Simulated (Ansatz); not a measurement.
WS₂ (2H monolayer), relaxed with r2SCAN: 5 runs in the PAW code Ansatz, each a calculation of independent-particle optics. The sheet's in-plane cell has a = 3.180 Å, b = 3.180 Å (γ = 120.0°), and its outermost atoms lie 3.12 Å apart along the normal. W has 6 S at 2.41 Å; S has 3 W at 2.41 Å. No spin polarisation and no zero-point or thermal motion.

```
W S
1.0
     3.18031    0.00000    0.00000
    -1.59016    2.75423    0.00000
     0.00000    0.00000   30.83257
W S
1 2
Direct
  0.33333 0.66667 0.29190
  0.66667 0.33333 0.34248
  0.66667 0.33333 0.24132
```
Periodic in the plane only; c spans the vacuum.

On meshes this coarse, single peaks can be features of the mesh. No local fields, no excitons; the zone sum runs over the cells of the mesh, and ε∞ includes the bands left out of the spectrum. Up to four peaks are listed, those above 15 % of the tallest and inside the complete range; the four can differ from row to row. Rows marked drawn have settings drawn at random (some not listed).

```tsv
functional	k mesh	broadening (eV)	scissors (eV)	range (eV)	settings	direct gap on the mesh before scissors (eV)	ε∞ xx	ε∞ yy	ε∞ zz	complete up to (eV)	tallest peaks of mean ε₂ (eV)
PBE	9×9×1	0.1	0.00	0–14	chosen	1.81	3.67	3.67	2.38	14.0	2.80 3.05 4.15 4.60
r2SCAN	9×9×1	0.1	0.00	0–14	chosen	1.93	3.46	3.46	2.27	14.0	3.00 3.25 4.45 4.90
PBE	9×9×1	0.1	0.48 (to HSE06)	0–14	chosen	1.81	3.38	3.38	2.29	14.0	3.30 3.55 4.60 5.10
PBEsol	6×6×1	0.15	2.50	2–15	drawn	1.79	2.69	2.69	2.02	15.0	5.60 6.70 9.20 11.00
r2SCAN	6×6×1	0.4	0.00	0.5–30	drawn	1.93	3.57	3.57	2.29	30.0	3.40 11.40
```

A sheet's ε refers to the whole height of the cell: ε − 1 falls as one over that height, zz lacks the depolarisation, and means are over the plane.

Spin-orbit coupling is left out, which matters wherever the heavy atoms make up the band edges.
